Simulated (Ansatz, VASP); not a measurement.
**Cross-check of ZnS between VASP and Ansatz**

Wanted: the spread between two codes on one cell, functional and k mesh. The structure shown is the start of the Ansatz relaxation below; VASP solves that cell, so the two are compared at the walk's first step.

Calculated with Ansatz 0.2.0; plane waves, with VASP 6.6.1 beside it; single point at LDA.

## (1) Starting point

The structure is trigonal, space group R3m (No. 160). Conventional cell: a = 3.670 Å, b = 3.670 Å, c = 9.236 Å, α = 90.00°, β = 90.00°, γ = 120.00°. Nearest to S lie 4 Zn at 2.26 to 2.29 Å. Zn has 4 S at 2.26 to 2.29 Å nearest. Farther neighbours and most contacts between anions are not listed.

## (2) Ansatz: relaxation, LDA

Ansatz runs on its PAW soft_1 files.

The two programs are compared at the cell with which this relaxation starts, whose forces are those of its first step.

File input.yaml:

```yaml
crystal:
  lattice:
    - [0.0471215454, 2.6425121637, 2.6425121637]
    - [2.6425121637, 0.0471215454, 2.6425121637]
    - [2.6425121637, 2.6425121637, 0.0471215454]
  atoms:
    - { symbol: S, position: [-0.0010789213, -0.0010789213, -0.0010789213] }
    - { symbol: Zn, position: [0.7510789213, 0.7510789213, 0.7510789213] }
  conventional_axes: [[-1, 1, 0], [0, -1, 1], [1, 1, 1]]
kpoints:
  mp_grid: { grid: [12, 12, 12] }
hamiltonian:
  xc: lda
  pseudopotentials: { kind: paw, azcp: { folder: soft_1 }, xc_functional: pbe }
scf:
  occupations: { method: fixed }
output:
  forces: true
  stress: true
  eigenvalues: true
relax:
  adjacent_minimum: "off"
  f_tol: 0.001
  max_steps: 60
  cell: { stress_tol: 0.01, fix: [a, b, gamma] }
```

The run is started by

```
$ ansatz run input.yaml --threads 4 --pin off --max-ram 10240MiB --backend cpu --events-out ev --progress --plain --runs-dir out
```

Numbers of over 12 decimals in the logs are rounded to 6 here.

The log of the run:

```text
Engine: ansatz 0.2.0, aarch64-unknown-linux-gnu
Pseudopotentials: kind: paw
Pseudopotential: S, paw, valence charge 6, recommended cutoff 420 eV (normal), soft_1/S.paw.azcp
Pseudopotential: Zn, paw, valence charge 12, recommended cutoff 420 eV (normal), soft_1/Zn.paw.azcp
Functional definition: SPW92
  exchange = slater_x
  correlation = pw_c
Crystal: 2 atoms, lattice volume = 35.918 Å³
Basis set: ecut = 420 eV, 713 PW (Γ)
Bands: 13, of which v1, the nominal top of the filled ones, is band 9 counted from 1 (8 counted from 0)
Symmetry: 6 space group operations
Space group: R3m (ITA 160), of the structure as read, at distance tolerance 3.3e-5 Å
k-points: 189 of 1728 (time reversal used)
Non-local potential: S, projectors of the file, l = 0: 2, l = 1: 2, l = 2: 1
Non-local potential: Zn, projectors of the file, l = 0: 2, l = 1: 2, l = 2: 3, l = 3: 1
PAW form: soft (Blöchl's): semilocal exchange-correlation on the pseudo side does not see the compensation charge
PAW frozen core: S, regenerated for the run's functional, and the local potential with it (the file was generated under x = pbe(κ = 0.804, μ = 0.219515), c = pbe(β = 0.066725))
PAW frozen core: Zn, regenerated for the run's functional, and the local potential with it (the file was generated under x = pbe(κ = 0.804, μ = 0.219515), c = pbe(β = 0.066725))
PAW one-centre angular grid: S, 110 points (default); XC on 64 Gauss nodes
PAW one-centre angular grid: Zn, 590 points (default); XC on 64 Gauss nodes
Initial density: superposition of atomic densities (chi_scale 0.1, normalization cell, long waves kept (reshape's long-wave potential 0.00 eV rms))
Initial wavefunctions: pseudopotential atomic-orbital guess
Functional: x = slater, c = lda
SCF iter   1: F=—  HF=-4117.531011 eV  |F-HF|=—  |Δ(HF+E_count)|=         —  Δρ=3.84e-2  dr2=3.43e-1  ethr=3.10e-3  ⟨swp⟩=5.1  Hψ=14759  notcnv=0  defer=358
preconditioner: auto → none  [insulator: Δε(μ)=2.481 eV  Ē_g=12.948 eV  n_scr=14 (ndim 8)  ℏωp=26.3 eV  f_vac=0.000  ε∞_Penn≈5.1]
SCF iter   2: F=—  HF=-4117.439679 eV  |F-HF|=—  |Δ(HF+E_count)|=   9.13e-2  Δρ=1.49e-2  dr2=4.02e-2  ethr=1.91e-3  ⟨swp⟩=2.9  Hψ=5835  notcnv=0  defer=366
SCF iter   3: F=—  HF=-4117.429795 eV  |F-HF|=—  |Δ(HF+E_count)|=   9.88e-3  Δρ=9.97e-3  dr2=1.75e-2  ethr=2.23e-4  ⟨swp⟩=2.0  Hψ=4352  notcnv=0  defer=373
SCF iter   4: F=—  HF=-4117.424796 eV  |F-HF|=—  |Δ(HF+E_count)|=   5.00e-3  Δρ=2.50e-3  dr2=1.41e-3  ethr=9.71e-5  ⟨swp⟩=2.0  Hψ=5861  notcnv=0  defer=375
SCF iter   5: F=—  HF=-4117.424589 eV  |F-HF|=—  |Δ(HF+E_count)|=   2.08e-4  Δρ=6.32e-4  dr2=8.16e-5  ethr=7.84e-6  ⟨swp⟩=2.1  Hψ=4260  notcnv=0  defer=375
SCF iter   6: F=—  HF=-4117.424598 eV  |F-HF|=—  |Δ(HF+E_count)|=   9.66e-6  Δρ=1.59e-4  dr2=4.16e-6  ethr=4.53e-7  ⟨swp⟩=2.3  Hψ=4082  notcnv=0  defer=1
SCF iter   7: F=-4117.424597 eV  HF=-4117.424597 eV  |F-HF|=1.83e-8  |Δ(HF+E_count)|=   1.13e-6  Δρ=1.20e-5  dr2=3.84e-8  ethr=5.56e-10  ⟨swp⟩=7.1  Hψ=18229  notcnv=0
SCF 1 converged in 7 iterations: F = -4117.424597 eV  dr2 = 3.84e-8
  greatest PAW one-centre occupation: 0.983 electrons in one spin orbital (limit 2), on the Zn atom at site 1 (counted from 0), in its partial waves of l = 2
relax step   1: F+E_penalty+E_count = -4117.42459712 eV  Δ(F+E_penalty+E_count) = +0.000e0 eV  max|allowed force component| = 5.605e-2 eV/Å  Δτ_max = 0.0000 Å  P = +3.153 GPa  Ω = 35.918 Å³  fix = [a, b, gamma]  reactions: a +4.372, b +4.372 GPa  (7 SCF iters, dr2 threshold 1.00e-7 eV, accepted)
[...]
relax step   2: F+E_penalty+E_count = -4117.42566639 eV  Δ(F+E_penalty+E_count) = -1.069e-3 eV  max|allowed force component| = 3.871e-2 eV/Å  Δτ_max = 0.0044 Å  P = +2.715 GPa  Ω = 36.070 Å³  energy of the carried Pulay correction = -5.876e-5 eV  fix = [a, b, gamma]  reactions: a +4.003, b +4.003 GPa  (4 SCF iters, dr2 threshold 2.00e-7 eV, accepted)
[...]
relax step   3: F+E_penalty+E_count = -4117.42607438 eV  Δ(F+E_penalty+E_count) = -4.080e-4 eV  max|allowed force component| = 3.888e-3 eV/Å  Δτ_max = 0.0058 Å  P = +2.394 GPa  Ω = 36.175 Å³  energy of the carried Pulay correction = -9.943e-5 eV  fix = [a, b, gamma]  reactions: a +3.630, b +3.630 GPa  (5 SCF iters, dr2 threshold 9.36e-8 eV, accepted)
[...]
relax step   4: F+E_penalty+E_count = -4117.42608233 eV  Δ(F+E_penalty+E_count) = -7.953e-6 eV  max|allowed force component| = 9.686e-5 eV/Å  Δτ_max = 0.0003 Å  P = +2.416 GPa  Ω = 36.166 Å³  energy of the carried Pulay correction = -9.598e-5 eV  fix = [a, b, gamma]  reactions: a +3.626, b +3.626 GPa  (4 SCF iters, dr2 threshold 1.50e-8 eV, accepted)
[...]
relax step   5: F+E_penalty+E_count = -4117.42618091 eV  Δ(F+E_penalty+E_count) = -9.858e-5 eV  max|allowed force component| = 1.092e-4 eV/Å  Δτ_max = 0.0000 Å  P = +2.416 GPa  Ω = 36.166 Å³  fix = [a, b, gamma]  reactions: a +3.625, b +3.625 GPa  stress off target by 1.88e-3 GPa on what of the cell is left free  SCF on the basis re-selected at this cell (its energy is not comparable with the rows above)  (8 SCF iters)
basis re-selected at this cell: Δ(F+E_penalty+E_count) = -9.858e-5 eV, ΔP = +0.000 GPa vs the last step (what re-selecting the basis moved, of the pressure what is left beyond the Pulay correction that the steps carried, after the strain that the cell walked since its last selection, with what the two solves' SCF thresholds leave and, on support functions, any second-order correction that the steps lacked; it is no measure of the basis error at this ecutwfc). The dense FFT grid was sized anew with the basis: this SCF ran on 27×27×27 points, the steps before it on 25×25×25, so part of this shift can come from that change (see relax.cell in the input reference). [rest of the remark cut]
SCF converged after 8 iterations
Free energy (F): -4117.426181 eV
Harris-Foulkes:  -4117.426181 eV  (|F-HF|=1.82e-12)
Internal energy: -4117.426181 eV  (E = F + TS)
E sigma→0 (E₀):  -4117.426181 eV
Fermi energy:    6.747999 eV
--- Per-component energies (eV) ---
  E_band       = 13.412091
  E_kinetic    = 256.803822
  E_local      = -2215.227634  (includes V_loc(G=0)·N_el)
  E_nonlocal   = 857.357212
  E_hartree    = 841.505589
  E_xc         = -167.260674
  E_vxc        = -136.254807  (∫ρ·V_xc dr)
  E_paw        = -2401.889171  (= ΣΔE_a)
  E_vpaw       = -432.277437  (= ΣTr[D̂ρ^β])
  E_aug_tail   = -0.000248  (compensation charges beyond the density's cutoff)
  E_ewald      = -1290.425418
  E_core_change = 1.710341  (= ΣΔE_core)
  E_smearing   = -0.000000  (= −TS)
  E_closure    = 0.000000  (closes the sum)
  Σ components = -4117.426181   (vs F -4117.426181, Δ=0.00e0)
--- Forces (eV/Å), atoms counted from 1 ---
  atom   1  S     -0.00010915    -0.00010915    -0.00010915
  atom   2  Zn     0.00010919     0.00010919     0.00010919
  max |Σ_I F_I| component: 3.74e-8 eV/Å
--- Stress (GPa, compression-positive) ---
        2.416204      -1.209044      -1.209044
       -1.209044       2.416204      -1.209044
       -1.209044      -1.209044       2.416204
  P = ⅓ Tr σ = 2.4162 GPa (24.162 kbar)
--- Band table (eV; the first three rows and the last of 189) ---
  k-point 0: bands = [... 5 lower, 0.3917, 6.5290, 6.7480, 6.7480, 8.8867, 12.5459, 12.9859, 12.9859]
  k-point 1: bands = [... 5 lower, 0.3909, 6.0745, 6.4795, 6.6646, 9.3551, 12.7016, 12.9107, 13.1168]
  k-point 2: bands = [... 5 lower, 0.3910, 4.8837, 6.2575, 6.4515, 9.9422, 12.9458, 13.1312, 13.4005]
  k-point 188: bands = [... 5 lower, 0.4937, 0.6909, 5.7917, 5.7917, 10.2170, 13.5894, 13.5894, 15.5355]
--- Relaxed structure (4 steps of the walk, 4 accepted, 1 SCFs on fresh bases) ---
  F+E_penalty+E_count = -4117.42618091 eV   max|allowed force component| = 1.092e-4 eV/Å   (the final SCF, on the basis selected at the relaxed cell)
  cell:  # Å, volume = 36.1662 Å³
    - [0.059422, 2.654813, 2.654813]
    - [2.654813, 0.059422, 2.654813]
    - [2.654813, 2.654813, 0.059422]
  atoms:
    - { symbol: S, position: [-0.00221225, -0.00221225, -0.00221225] }
    - { symbol: Zn, position: [0.752212, 0.752212, 0.752212] }
```

The column dr2 measures how far the density is from self-consistency, as an energy; F and HF (Harris–Foulkes) agree once it is small.

## (3) VASP: single point, LDA, start cell, pair 1

The same cell, functional (in two slightly different forms) and mesh now go to VASP, with its own data sets.

Lines of VASP's logs that name or quote its potential files are left out, and so is its time.

File INCAR:

```
SYSTEM = ZnS
PREC = Accurate
ENCUT = 400
EDIFF = 1E-06
NELM = 120
ISMEAR = 0
SIGMA = 0.01
LREAL = .FALSE.
ALGO = Normal
GGA = CA
NBANDS = 15
LORBIT = 11
LWAVE = .FALSE.
LCHARG = .FALSE.
ISIF = 2
LASPH = .TRUE.
GGA_COMPAT = .FALSE.
EFERMI = MIDGAP
KPAR = 2
```

File POSCAR:

```
ZnS
1.0
    0.0471220000      2.6425120000      2.6425120000
    2.6425120000      0.0471220000      2.6425120000
    2.6425120000      2.6425120000      0.0471220000
S Zn
1 1
Direct
    0.9989210723      0.9989210723      0.9989210723
    0.7510788339      0.7510788339      0.7510788339
```

File KPOINTS:

```
Automatic mesh
0
Gamma
12 12 12
0 0 0
```

The projector-augmented-wave data sets are S and Zn (LDA family, release 64).

The run is started by

```
$ mpirun -np 2 vasp_std
```

The log of the run:

```text
[banner, memory and clock lines left out]
running    2 mpi-ranks, on    1 nodes
 distrk:  each k-point on    1 cores,    2 groups
 distr:  one band on    1 cores,    1 groups

 POSCAR found type information on POSCAR S Zn
 POSCAR found :  2 types and       2 ions
 LDA part: xc-table for (Slater(with rela. corr.)+CA(PZ))
 , standard interpolation
 POSCAR, INCAR and KPOINTS ok, starting setup
 FFT: planning ... GRIDC
 FFT: planning ... GRID_SOFT
 FFT: planning ... GRID
 WAVECAR not read
 entering main loop
       N       E                     dE             d eps       ncg     rms          rms(c)
DAV:   1     0.725140258213E+02    0.72514E+02   -0.74441E+03  5670   0.122E+03
DAV:   2    -0.417642020966E+01   -0.76690E+02   -0.71980E+02  6440   0.238E+02
DAV:   3    -0.859268512945E+01   -0.44163E+01   -0.43991E+01  7035   0.580E+01
DAV:   4    -0.863554205486E+01   -0.42857E-01   -0.42846E-01  6944   0.594E+00
DAV:   5    -0.863602980100E+01   -0.48775E-03   -0.48774E-03  7112   0.608E-01    0.820E+00
DAV:   6    -0.822550534532E+01    0.41052E+00   -0.82204E-01  8552   0.346E+01    0.623E+00
DAV:   7    -0.819351797471E+01    0.31987E-01   -0.26939E-01  6923   0.569E+00    0.294E+00
DAV:   8    -0.818723299710E+01    0.62850E-02   -0.65455E-03  8599   0.156E+00    0.668E-01
DAV:   9    -0.818663480666E+01    0.59819E-03   -0.14215E-03  6384   0.285E-01    0.755E-02
DAV:  10    -0.818664730160E+01   -0.12495E-04   -0.10451E-04  7168   0.981E-02    0.429E-02
DAV:  11    -0.818664529938E+01    0.20022E-05   -0.12962E-05  8771   0.784E-02    0.116E-02
DAV:  12    -0.818664527954E+01    0.19836E-07   -0.12452E-06  4263   0.188E-02
   1 F= -.81866453E+01 E0= -.81866453E+01  d E =0.000000E+00
```

OUTCAR, selected parts (step 3):

```text
ion  position               nearest neighbor table
   1  0.999  0.999  0.999-   2 2.26   2 2.26   2 2.26   2 2.29
   2  0.751  0.751  0.751-   1 2.26   1 2.26   1 2.26   1 2.29

  LATTYP: Found a trigonal (rhomboedric) cell.
 ALAT       =     3.7373733856
 COS(alpha) =     0.5177499551

 Subroutine GETGRP returns: Found  6 space group operations
 (whereof  6 operations were pure point group operations)

The static configuration has the point symmetry C_3v.

 Found    189 irreducible k-points:

   k-points           NKPTS =    189   k-points in BZ     NKDIM =    189   number of bands    NBANDS=     15

   dimension x,y,z NGX =    24 NGY =   24 NGZ =   24
   dimension x,y,z NGXF=    48 NGYF=   48 NGZF=   48

   ENCUT  =  400.0 eV  29.40 Ry    5.42 a.u.   6.09  6.09  6.09*2*pi/ulx,y,z

   NELECT =      18.0000    total number of electrons

 k-points in reciprocal lattice and weights: Automatic mesh
   0.00000000  0.00000000  0.00000000       0.001
   0.08333333 -0.00000000 -0.00000000       0.003
   0.16666667 -0.00000000 -0.00000000       0.003
   0.25000000  0.00000000 -0.00000000       0.003
   0.33333333  0.00000000  0.00000000       0.003
   0.41666667  0.00000000 -0.00000000       0.003
   0.50000000  0.00000000 -0.00000000       0.002
   0.08333333  0.08333333 -0.00000000       0.003
   0.16666667  0.08333333 -0.00000000       0.007
[...]
-0.41666667  0.50000000  0.41666667       0.003
   0.50000000  0.50000000  0.50000000       0.001

 average (electrostatic) potential at core
       1 -88.4898       2 -36.8024

 E-fermi :   4.0376

 k-point     1 :       0.0000    0.0000    0.0000
  band No.  band energies     occupation
    ...
      5      -3.4586      2.00000
      6      -3.4586      2.00000
      7       2.7616      2.00000
      8       2.9143      2.00000
      9       2.9143      2.00000
     10       5.1608      0.00000
     11       8.8011      0.00000
     12       9.1752      0.00000
     13       9.1752      0.00000
     14      14.7324      0.00000
    ...

 k-point     2 :       0.0833   -0.0000   -0.0000
  band No.  band energies     occupation
    ...
      5      -3.4606      2.00000
      6      -3.4598      2.00000
      7       2.2543      2.00000
      8       2.6987      2.00000
      9       2.8284      2.00000
     10       5.6275      0.00000
     11       8.9498      0.00000
     12       9.1124      0.00000
     13       9.3133      0.00000
     14      14.2901      0.00000
    ...

 k-point     3 :       0.1667   -0.0000   -0.0000
  band No.  band energies     occupation
    ...
      5      -3.4635      2.00000
      6      -3.4604      2.00000
      7       1.0501      2.00000
      8       2.4809      2.00000
      9       2.6094      2.00000
     10       6.2127      0.00000
     11       9.1917      0.00000
     12       9.3488      0.00000
     13       9.6178      0.00000
     14      13.7193      0.00000
    ...

  Total        0.7059893      0.7059893      0.7059893     -0.2736133     -0.2736133     -0.2736133
  in kB       31.4920858     31.4920858     31.4920858    -12.2050762    -12.2050762    -12.2050762
  external PRESSURE =      31.4920858 kB  Pullay stress =       0.0000000 kB

  energy-cutoff  :      400.00
  volume of cell :       35.92
      direct lattice vectors                 reciprocal lattice vectors
     0.047122000  2.642512000  2.642512000    -0.194351782  0.190946767  0.190946767
     2.642512000  0.047122000  2.642512000     0.190946767 -0.194351782  0.190946767
     2.642512000  2.642512000  0.047122000     0.190946767  0.190946767 -0.194351782

 POSITION                                       TOTAL-FORCE (eV/Angst)
 -----------------------------------------------------------------------------------
      5.32639      5.32639      5.32639        -0.057302     -0.057302     -0.057302
      4.00486      4.00486      4.00486         0.057302      0.057302      0.057302
 -----------------------------------------------------------------------------------
    total drift:                                0.000465      0.000465      0.000465

  FREE ENERGIE OF THE ION-ELECTRON SYSTEM (eV)
  ---------------------------------------------------
  free  energy   TOTEN  =        -8.1866452795 eV

  energy  without entropy=       -8.1866452795  energy(sigma->0) =       -8.18664528

 total charge
# of ion       s       p       d       tot
------------------------------------------
    1        1.311   2.461   0.000   3.772
    2        0.561   0.574   9.809  10.944
--------------------------------------------------
tot          1.873   3.035   9.809  14.716

[... 3 further parts left out ...]
```

The run ends at a pressure of 3.15 GPa, with forces up to 0.099 eV/Å.

## (4) Comparison

Known differences besides the potentials themselves: the two LDA forms differ slightly; fixed occupations in Ansatz, narrow Gaussian smearing in VASP; the cutoff is 420 eV in Ansatz and 400 eV in VASP; VASP's log shows a relativistic correction to its local exchange, Ansatz's none. Total energies have different zeros and are not compared.

Forces (eV/Å; atoms numbered as in POSCAR):

```csv
atom,"Ansatz x, y, z","VASP x, y, z"
S1,"-0.056, -0.056, -0.056","-0.057, -0.057, -0.057"
Zn2,"0.056, 0.056, 0.056","0.057, 0.057, 0.057"
```

The forces differ by 1.3 meV/Å r.m.s., which is 2.2 % of the r.m.s. force of 0.057 eV/Å (both taken over all components).

## (5) Other set-ups

Further runs change the set-up of one program: Ansatz's method, potentials or start, or VASP's data sets, cutoff or form of LDA. The table gives that difference for each run.

```
                         run  r.m.s. force difference (meV/Å)
                    as above                              1.3
VASP with a cutoff of 500 eV (perhaps on Ansatz's relaxed cell)                             0.53
```

## (6) Ansatz: relaxation, LDA

The two programs are compared at the cell with which this relaxation starts, whose forces are those of its first step. The cell compared in this pair holds 35.43 Å³, against 35.92 Å³ for the pair before.

The structure compared here is the start of the Ansatz relaxation; VASP solves that cell, so the two are compared at the walk's first step.

input.yaml, the sections that differ from step 2:

```yaml
crystal:
  lattice:
    - [0.0770778909, 2.6459849315, 2.6459849315]
    - [2.6459849315, 0.0770778909, 2.6459849315]
    - [2.6459849315, 2.6459849315, 0.0770778909]
  atoms:
    - { symbol: S, position: [-0.0022122536, -0.0022122536, -0.0022122536] }
    - { symbol: Zn, position: [0.7522122536, 0.7522122536, 0.7522122536] }
  conventional_axes: [[-1, 1, 0], [0, -1, 1], [1, 1, 1]]
# kpoints, hamiltonian, scf, output, relax: as in step 2
```

The run is started by

```
$ ansatz run input.yaml --threads 4 --pin off --max-ram 10240MiB --backend cpu --events-out ev --progress --plain --runs-dir out
```

The log of the run:

```text
[...]
Crystal: 2 atoms, lattice volume = 35.432 Å³
Basis set: ecut = 420 eV, 683 PW (Γ)
Bands: 13, of which v1, the nominal top of the filled ones, is band 9 counted from 1 (8 counted from 0)
Symmetry: 6 space group operations
[...]
k-points: 189 of 1728 (time reversal used)
[...]
k-point 188: bands = [... 5 lower, 0.5644, 0.8026, 6.0349, 6.0349, 10.5953, 13.8904, 13.8904, 15.7309]
--- Relaxed structure (4 steps of the walk, 4 accepted, 1 SCFs on fresh bases) ---
[...]
cell:  # Å, volume = 35.6809 Å³
    - [0.089657, 2.658564, 2.658564]
    - [2.658564, 0.089657, 2.658564]
    - [2.658564, 2.658564, 0.089657]
  atoms:
    - { symbol: S, position: [-0.0033888, -0.0033888, -0.0033888] }
    - { symbol: Zn, position: [0.753389, 0.753389, 0.753389] }
[key lines of the parts left out:]
SCF converged after 8 iterations
Free energy (F): -4117.405103 eV
Fermi energy:    6.984527 eV
P = ⅓ Tr σ = 3.7014 GPa (37.014 kbar)
```

(Part 1 of 2 ends here.)

[Lines on the potential files, build, host, timing and source positions are cut from VASP's logs without a mark.]

[Logs are printed without paths, hosts, clocks, repeated set-up lines and the standing remarks that a program may print on its own settings, such as how far it seeks lower states.]

[Hosts, paths, dates, database ids (printed as entryN), source tags and the programs' standing remarks are cut or masked in the printed files.]

[Rows of further runs with another cutoff or data set may stand on the cell that Ansatz relaxed, not on the start cell of the pair above them.]
